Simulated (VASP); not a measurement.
# Re in VASP: further runs

The runs below take Re through single point, with PBE.

Everything below comes from runs of VASP 6.6.1. Logs are shortened: lines on timing, memory, paths and dates and some standing lists are left out, and cuts for length are marked.

### 1 The sheet as given

The cell holds a sheet with vacuum, 2 atoms: a = 2.744 Å, b = 2.744 Å, c = 28.798 Å, α = 90.00°, β = 90.00°, γ = 120.00°.

The cell was built by a generator and needn't be a form met in nature.

### 2 Single point, PBE

INCAR

```
SYSTEM = Re
PREC     = Accurate       ! precision mode
ENCUT    = 520            ! plane-wave cutoff, eV
EDIFF    = 1E-6           ! SCF threshold, eV
ISMEAR   = 0              ! smearing method
SIGMA    = 0.1            ! smearing width, eV
LREAL    = .False.        ! projectors in reciprocal space
LASPH    = .True.         ! aspherical terms in the spheres
NELM     = 60             ! most SCF steps
ALGO     = Normal         ! electronic algorithm
ISIF     = 2              ! what is computed and relaxed
LWAVE    = .False.        ! write WAVECAR
LCHARG   = .True.         ! write CHGCAR
LDIPOL   = .True.       
IDIPOL   = 3            
DIPOL    = 0.5 0.5 0.295
GGA      = PE             ! functional
LELF     = .True.         ! ELF
LVHAR    = .True.       
LVACPOTAV= .True.       
NBANDS   = 14             ! bands
```

KPOINTS

```
Automatic mesh
0
Gamma
  6 6 1
  0 0 0
```

POSCAR

```
Re
1.0
    2.7437046977      0.0000002085      0.0000000000
   -1.3718525294      2.3761178644      0.0000000000
    0.0000000000      0.0000000000     28.7976974000
Re
2
Direct
    0.0000000000      0.0000000000      0.3344941288
    0.0000000000      0.0000000000      0.2558308463
```

Potentials or basis: VASP PAW PBE potentials, release 64 (Re).

Launch:

```
cat potpaw_PBE.64/Re/POTCAR > POTCAR
mpirun -np 1 vasp_std > vasp.out
```

OUTCAR:

```text
SYSTEM = Re
   PREC = Accurate
   ENCUT = 520
   EDIFF = 1E-6
   ISMEAR = 0
   LREAL = .False.
   LASPH = .True.
   NELM = 60
   ISIF = 2
   GGA = PE

 ion  position               nearest neighbor table
   1  0.000  0.000  0.334-   2 2.27
   2  0.000  0.000  0.256-   1 2.27

  LATTYP: Found a hexagonal cell.
 ALAT       =     2.7437046977
 C/A-ratio  =    10.4959172261

  Lattice vectors:

 A1 = (   2.7437046977,   0.0000002085,   0.0000000000)
 A2 = (  -1.3718525294,   2.3761178644,   0.0000000000)
 A3 = (   0.0000000000,   0.0000000000,  28.7976974000)

Analysis of symmetry for initial positions (statically):
=====================================================================
 Subroutine PRICEL returns:
 Original cell was already a primitive cell.

 Routine SETGRP: Setting up the symmetry group for a
 hexagonal supercell.

 Subroutine GETGRP returns: Found 24 space group operations
 (whereof 12 operations were pure point group operations)
 out of a pool of 24 trial point group operations.

The static configuration has the point symmetry C_6v.
 The point group associated with its full space group is D_6h.

Analysis of symmetry for dynamics (positions and initial velocities):
=====================================================================
 Subroutine PRICEL returns:
 Original cell was already a primitive cell.

 Routine SETGRP: Setting up the symmetry group for a
 hexagonal supercell.

 Subroutine GETGRP returns: Found 24 space group operations
 (whereof 12 operations were pure point group operations)
 out of a pool of 24 trial point group operations.

The dynamic configuration has the point symmetry C_6v.
 The point group associated with its full space group is D_6h.

 Subroutine INISYM returns: Found 24 space group operations
 (whereof 12 operations are pure point group operations),
 and found     1 'primitive' translations

----------------------------------------------------------------------------------------

                                     Primitive cell

  volume of cell :     187.7427

  direct lattice vectors                    reciprocal lattice vectors
     2.743704698  0.000000208  0.000000000     0.364470694  0.210427290  0.000000000
    -1.371852529  2.376117864  0.000000000    -0.000000032  0.420854525  0.000000000
     0.000000000  0.000000000 28.797697400     0.000000000  0.000000000  0.034724999
[... 79 lines left out ...]
   EMIN   =  10.00;   EMAX   =-10.00  energy-range for DOS
   EFERMI =   0.00;   METHOD = LEGACY
   ISMEAR =     0;   SIGMA  =   0.10  broadening in eV -4-tet -1-fermi 0-gaus
   EFERMI_NEDOS =   21; number of points for ismear=-14 and -15
   IALGO  =     38    algorithm
   IMIX   =      4    mixing-type and parameters
     AMIX     =   0.40;   BMIX     =  1.00
     AMIX_MAG =   1.60;   BMIX_MAG =  1.00
  volume/ion in A,a.u.               =      93.87       633.48
  Fermi-wavevector in a.u.,A,eV,Ry     =   0.689070  1.302153  6.460278  0.474817
  Thomas-Fermi vector in A             =   1.770050
   LORBIT       =      0    0 simple, 1 ext, 2 COOP (PROOUT), +10 PAW based schemes
   GGA     = PE    functional components
   LHFCALC =     F    Hartree Fock is set to
   AEXX    =    0.0000 exact exchange contribution
   IVDW    =     0    specifies the selected vdW correction
   LEPSILON=     F    determine dielectric tensor
   LRPA    =     F    only Hartree local field effects (RPA)
 non-spin polarized calculation
 Gauss-broadening in eV      SIGMA  =   0.10
  energy-cutoff  :      520.00
  volume of cell :      187.74
 maximum number of plane-waves:      5077
   NGX = 11   NGY = 11   NGZ =107

 dipolmoment           0.000000      0.000000     -0.000011 electrons x Angstroem

 number of electron      14.0000002 magnetization

 dipolmoment           0.000000      0.000000      0.000003 electrons x Angstroem

 Free energy of the ion-electron system (eV)
  ---------------------------------------------------
  ext. energy  EPLUGINS =         0.00000000
  ---------------------------------------------------
  free energy    TOTEN  =       -22.31519146 eV

  energy without entropy =      -22.30554581  energy(sigma->0) =      -22.31036863

 E-fermi :  -2.7590     XC(G=0):  -2.8791

 val. band max:       -3.0226113120   @ k =   0.0000   0.0000   0.0000
 cond. band min:      -2.7244213537   @ k =   0.1667  -0.0000   0.0000
 fundamental gap:      0.2981899583
 Fermi energy:        -2.7589715166

 k-point     1 :       0.0000    0.0000    0.0000
  band No.  band energies     occupation
      1     -11.0035      2.00000
      2      -8.6791      2.00000
      3      -6.6733      2.00000
      4      -4.0993      2.00000
      5      -4.0993      2.00000
      6      -3.2090      2.00000
      7      -3.2090      2.00000
      8      -3.0226      1.99981
      9      -2.3660      0.00000
     10      -2.3660      0.00000
     11      -2.2077      0.00000
     12       1.0889      0.00000
     13       1.0889      0.00000
     14       1.8723      0.00000
[... 88 lines left out ...]
      1      -6.9444      2.00000
      2      -6.9444      2.00000
      3      -5.2996      2.00000
      4      -4.6117      2.00000
      5      -4.6117      2.00000
      6      -4.0084      2.00000
      7      -4.0084      2.00000
      8      -1.5819      0.00000
      9      -1.5819      0.00000
     10       0.9136      0.00000
     11       3.8552      0.00000
     12       5.3849      0.00000
     13       6.3665      0.00000
     14       6.3665      0.00000

------------------------ aborting loop because EDIFF is reached ----------------------------------------

  FORCE on cell =-STRESS in cart. coord.  units (eV):
  Direction    XX          YY          ZZ          XY          YZ          ZX
  --------------------------------------------------------------------------------------
  -------------------------------------------------------------------------------------
  Total       -0.0713040     -0.0713040     -1.0972488     -0.0000000     -0.0000000      0.0000000
  in kB       -0.6085014     -0.6085014     -9.3638096     -0.0000000     -0.0000000      0.0000000
  external PRESSURE =      -3.5269375 kB  Pullay stress =       0.0000000 kB

 VOLUME and BASIS-vectors are now :
 -----------------------------------------------------------------------------
  energy-cutoff  :      520.00
  volume of cell :      187.74
      direct lattice vectors                 reciprocal lattice vectors
     2.743704698  0.000000208  0.000000000     0.364470694  0.210427290  0.000000000
    -1.371852529  2.376117864  0.000000000    -0.000000032  0.420854525  0.000000000
     0.000000000  0.000000000 28.797697400     0.000000000  0.000000000  0.034724999

 POSITION                                       TOTAL-FORCE (eV/Angst)
 -----------------------------------------------------------------------------------
      0.00000      0.00000      9.63266         0.000000     -0.000000     -0.475329
      0.00000      0.00000      7.36734        -0.000000      0.000000      0.475329
 -----------------------------------------------------------------------------------
    total drift:                               -0.000000     -0.000000      0.000043

  FREE ENERGIE OF THE ION-ELECTRON SYSTEM (eV)
  ---------------------------------------------------
  free  energy   TOTEN  =       -22.3151914573 eV

  energy  without entropy=      -22.3055458063  energy(sigma->0) =      -22.31036863

 vacuum level on the upper side and lower side of the slab         2.035         2.035
```

OSZICAR:

```text
N       E                     dE             d eps       ncg     rms          rms(c)
DAV:   1     0.591869408363E+02    0.59187E+02   -0.48403E+03   330   0.780E+02
DAV:   2    -0.177335405478E+02   -0.76920E+02   -0.69324E+02   366   0.247E+02
DAV:   3    -0.231920199119E+02   -0.54585E+01   -0.50404E+01   348   0.867E+01
[... 13 lines left out ...]
DAV:  17    -0.223151724219E+02   -0.12150E-04   -0.85229E-07   234   0.542E-03    0.163E-03
DAV:  18    -0.223151829499E+02   -0.10528E-04   -0.40327E-07   192   0.861E-03    0.202E-03
DAV:  19    -0.223151880136E+02   -0.50637E-05   -0.37386E-07   256   0.516E-03    0.129E-03
DAV:  20    -0.223151907787E+02   -0.27651E-05   -0.17538E-07   200   0.672E-03    0.491E-04
DAV:  21    -0.223151914573E+02   -0.67865E-06   -0.46010E-08   206   0.397E-03
   1 F= -.22315191E+02 E0= -.22310369E+02  d E =-.964565E-02
```

stdout:

```text
POSCAR found type information on POSCAR Re
 POSCAR found :  1 types and       2 ions
 scaLAPACK will be used
 LDA part: xc-table for (Slater+PW92), standard interpolation
 POSCAR, INCAR and KPOINTS ok, starting setup
 FFT: planning ... GRIDC
 FFT: planning ... GRID_SOFT
 FFT: planning ... GRID
 WAVECAR not read
 entering main loop
 -----------------------------------------------------------------------------
|                                                                             |
|           W    W    AA    RRRRR   N    N  II  N    N   GGGG   !!!           |
|           W    W   A  A   R    R  NN   N  II  NN   N  G    G  !!!           |
|           W    W  A    A  R    R  N N  N  II  N N  N  G       !!!           |
|           W WW W  AAAAAA  RRRRR   N  N N  II  N  N N  G  GGG   !            |
|           WW  WW  A    A  R   R   N   NN  II  N   NN  G    G                |
|           W    W  A    A  R    R  N    N  II  N    N   GGGG   !!!           |
|                                                                             |
|     Did not find any points to average over, which means that no vacuum     |
|     field-free region was found. Please increase the size of  your cell     |
|     in the dimension of the dipole correction to obtain accurate            |
|     workfunction values.                                                    |
|                                                                             |
 -----------------------------------------------------------------------------
```

It took 39 s on 1 thread of Intel Xeon Platinum 8259CL at 2.50GHz (Skylake/Cascade Lake), shared host; peak memory 0.27 GiB.

What came out:

* Free energy: -22.3152 eV
* Largest force: 0.475 eV/Å
* Band gap on the k mesh: none (metal or under the smearing width)
* Work function of the upper face: 4.79 eV
* Work function of the lower face: 4.79 eV

Forces in eV/Å, atoms in the order of the input:
```
Re   0.000  0.000 -0.475
Re   0.000  0.000  0.475
```

Caveat: the k mesh is coarse (spacing up to 0.44 Å⁻¹), so the values aren't converged. Spin-orbit coupling is left out, which matters for the levels of Re.

### 3 Single point, PBE

This run uses another cell than the first one, of 106.19 Å³/atom, 1.131 times its volume.

INCAR

```
PREC     = Accurate       # precision mode
ENCUT    = 520            # plane-wave cutoff, eV
EDIFF    = 1E-6           # SCF threshold, eV
ISMEAR   = 0              # smearing method
SIGMA    = 0.1            # smearing width, eV
LREAL    = False          # projectors in reciprocal space
LASPH    = True           # aspherical terms in the spheres
NELM     = 100            # most SCF steps
ALGO     = Normal         # electronic algorithm
ISIF     = 2              # what is computed and relaxed
LWAVE    = False          # write WAVECAR
LCHARG   = False          # write CHGCAR
LDIPOL   = True         
IDIPOL   = 3            
DIPOL    = 0.5 0.5 0.500
GGA      = PE             # functional
NBANDS   = 14             # bands
```

KPOINTS

```
Automatic mesh
0
Gamma
  6 6 1
```

POSCAR

```
Re
1.0
    3.7980390000      0.0000000000      0.0000000000
   -1.8990200000      3.2891990000      0.0000000000
    0.0000000000      0.0000000000     17.0000000000
Re
2
Direct
    0.0000000000      0.0000000000      0.5734955500
    0.0000000000      0.0000000000      0.4265044500
```

Potentials or basis: VASP PAW PBE potentials, release 64 (Re).

Launch:

```
cat potpaw_PBE.64/Re/POTCAR > POTCAR
mpirun -np 1 vasp_std > vasp.out
```

Wall time 43 s (1 thread of Intel Xeon Platinum 8259CL at 2.50GHz (Skylake/Cascade Lake), shared host); peak memory 0.29 GiB.

It converged, with:

```
Free energy            : -14.3533 eV
Largest force          : 5.921 eV/Å
Band gap on the k mesh : none (metal or under the smearing width)
```

Forces on the atoms (eV/Å):
```
Re   0.000  0.000 -5.921
Re   0.000  0.000  5.921
```

Levels at points of the mesh, in eV from the Fermi level:
| k point | band 4 | band 5 | band 6 | band 7 | band 8 | band 9 | band 10 | band 11 |
| --- | --- | --- | --- | --- | --- | --- | --- | --- |
| (0.00, 0.00, 0.00) | -1.11 | -1.11 | -0.63 | -0.63 | -0.01 | -0.01 | 0.70 | 1.26 |
| (0.50, 0.00, 0.00) | -1.32 | -0.95 | 0.08 | 0.57 | 0.99 | 1.09 | 1.11 | 1.42 |

### 4 Single point, PBE

This run uses another cell than the first one, of 94.13 Å³/atom, 1.003 times its volume.

INCAR

```
SYSTEM = Re
PREC = Accurate
ENCUT = 520
EDIFF = 1E-7
ISMEAR = 0
SIGMA = 0.1
LREAL = .False.
LASPH = .True.
NELM = 100
ALGO = Fast
ISIF = 2
LWAVE = .False.
LCHARG = .False.
LDIPOL = .True.
IDIPOL = 3
DIPOL = 0.5 0.5 0.295
GGA = PE
NBANDS = 14
```

KPOINTS

```
regular mesh
0
Gamma
  9 9 1
  0 0 0
```

POSCAR

```
Re
1.0
    2.7475309093      0.0000002088      0.0000000000
   -1.3737656354      2.3794314607      0.0000000000
    0.0000000000      0.0000000000     28.7976974000
Re
2
Direct
    0.0000000000      0.0000000000      0.3342758199
    0.0000000000      0.0000000000      0.2560491552
```

Launch:

```
cat potpaw_PBE.64/Re/POTCAR > POTCAR
mpirun -np 1 vasp_std > vasp.out
```

Wall time 82 s (1 thread of Intel Xeon Platinum 8259CL at 2.50GHz (Skylake/Cascade Lake), shared host); peak memory 0.28 GiB.

The run converged. Its results:

| Item | Value |
| --- | --- |
| Free energy | -22.3019 eV |
| Largest force | 0.498 eV/Å |
| Band gap on the k mesh | none (metal or under the smearing width) |

Forces in eV/Å, atoms in the order of the input:
```
Re   0.000  0.000 -0.498
Re   0.000  0.000  0.498
```

Levels at points of the mesh, in eV from the Fermi level:
| k point | band 4 | band 5 | band 6 | band 7 | band 8 | band 9 | band 10 | band 11 |
| --- | --- | --- | --- | --- | --- | --- | --- | --- |
| (0.00, 0.00, 0.00) | -1.39 | -1.39 | -0.47 | -0.47 | -0.21 | 0.36 | 0.36 | 0.60 |

### 5 Single point, PBE

INCAR

```
PREC = Accurate
ENCUT = 520
EDIFF = 1E-6
ISMEAR = 0
SIGMA = 0.1
LREAL = F
LASPH = T
NELM = 100
ALGO = Normal
ISIF = 2
LWAVE = F
LCHARG = T
LDIPOL = T
IDIPOL = 3
DIPOL = 0.5 0.5 0.295
GGA = PE
LELF = T
LVHAR = T
LVACPOTAV = T
NBANDS = 14
```

KPOINTS

```
Automatic mesh
0
Gamma
  9 9 1
```

POSCAR

```
Re
1.0
    2.7437046977      0.0000002085      0.0000000000
   -1.3718525294      2.3761178644      0.0000000000
    0.0000000000      0.0000000000     28.7976974000
Re
2
Direct
    0.0000000000      0.0000000000      0.3344941288
    0.0000000000      0.0000000000      0.2558308463
```

Launch:

```
cat potpaw_PBE.64/Re/POTCAR > POTCAR
mpirun -np 1 vasp_std > vasp.out
```

Wall time 57 s (1 thread of Intel Xeon Platinum 8259CL at 2.50GHz (Skylake/Cascade Lake), shared host); peak memory 0.27 GiB.

It converged, with:

| Quantity | Value |
| --- | --- |
| Free energy | -22.2945 eV |
| Largest force | 0.624 eV/Å |
| Band gap on the k mesh | none (metal or under the smearing width) |
| Work function of the upper face | 4.94 eV |
| Work function of the lower face | 4.94 eV |

Forces in eV/Å, atoms in the order of the input:
```
Re   0.000  0.000 -0.624
Re   0.000  0.000  0.624
```

Levels at points of the mesh, in eV from the Fermi level:
| k point | band 5 | band 6 | band 7 | band 8 | band 9 | band 10 |
| --- | --- | --- | --- | --- | --- | --- |
| (0.00, 0.00, 0.00) | -1.38 | -0.49 | -0.49 | -0.22 | 0.42 | 0.42 |

### 6 Overview

```csv
cell,k mesh,mesh quality,gap on the mesh (eV),largest force (eV/Å),work function (eV)
"P6/mmm, 93.87 Å³/atom",6 × 6 × 1,coarse,none,0.48,4.79
"P6/mmm, 106.19 Å³/atom",6 × 6 × 1,not flagged,none,5.92,-
"P6/mmm, 94.13 Å³/atom",9 × 9 × 1,not flagged,none,0.50,-
"P6/mmm, 93.87 Å³/atom",9 × 9 × 1,not flagged,none,0.62,4.94
```

Alike in all rows: task single point; level PBE; potentials or basis VASP PAW PBE potentials, release 64 (Re); no spin polarisation; cutoff (eV) 520; smearing gaussian 0.1 eV.

Caveats: some runs use coarse meshes.

Total energies depend on the potentials used, so only differences within one code and one set of settings carry meaning.
